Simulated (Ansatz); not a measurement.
**Carriers in PbSe (Fm-3m)**

```xyz
2
Lattice="0.0000 3.0515 3.0515 3.0515 0.0000 3.0515 3.0515 3.0515 0.0000" Properties=species:S:1:pos:R:3 pbc="T T T"
Pb    0.0000    0.0000    0.0000
Se    3.0515    3.0515    3.0515
```

Unless marked otherwise, the numbers come from PBEsol, all-electron LAPW in Ansatz 0.2.0, scalar-relativistic. k mesh 12×12×12, fixed occupations, basis error target 1 meV/atom. The cell was relaxed by PAW under this functional.

Extrema are searched on a 12×12×12 mesh and refined by Newton steps; masses come from band slopes 0.005 Å⁻¹ away, 1/m* = (1/ħ²) d²E/dk², negative for holes (the finite step makes the lightest masses up to about 3 % heavy). k is in units of the reciprocal vectors.

(1) Where are the band edges, and is the gap direct?

(2) What are the electron masses at the edge?

(3) What are the hole masses at the edge?

(4) Along the Cartesian direction 111 the conduction slope is 0.3644 eV·Å one step out. What is it four steps out, and what does that say?

(5) What gap does PAW give in the same cell?

## Answers

(1) The valence maximum lies at L (0.000, 0.000, -0.500) and the conduction minimum at L (0.000, 0.000, -0.500), so the Kohn-Sham gap of 0.166 eV is direct.

(2) The principal masses are 0.0648, 0.114, 0.114 mₑ. One valley has a density-of-states mass (m₁m₂m₃)^(1/3) = 0.0947; 4 valleys give N^(2/3) times that, 0.239; the direction-averaged conductivity mass 3/Σ(1/mᵢ) is 0.0912 mₑ.

(3) The principal masses are 0.0703, 0.0927, 0.0927 mₑ. One valley has a density-of-states mass (m₁m₂m₃)^(1/3) = 0.0845; 4 valleys give N^(2/3) times that, 0.213; the direction-averaged conductivity mass 3/Σ(1/mᵢ) is 0.0838 mₑ.

(4) 1.396 eV·Å, 3.830 times the first; a parabola would give 4, so the band flattens (non-parabolic).

(5) 0.168 eV, 2 meV from the LAPW value.

Caveats: no spin-orbit coupling on heavy atoms; two errors of opposite sign act on the gap: semilocal levels put it low, and leaving out spin-orbit coupling puts it high by tenths of an eV; the gap is tiny at this level, and band order or a closed gap can change these values; the frozen-core PAW files of the compared runs were fitted under PBE, their cores solved anew for this functional.
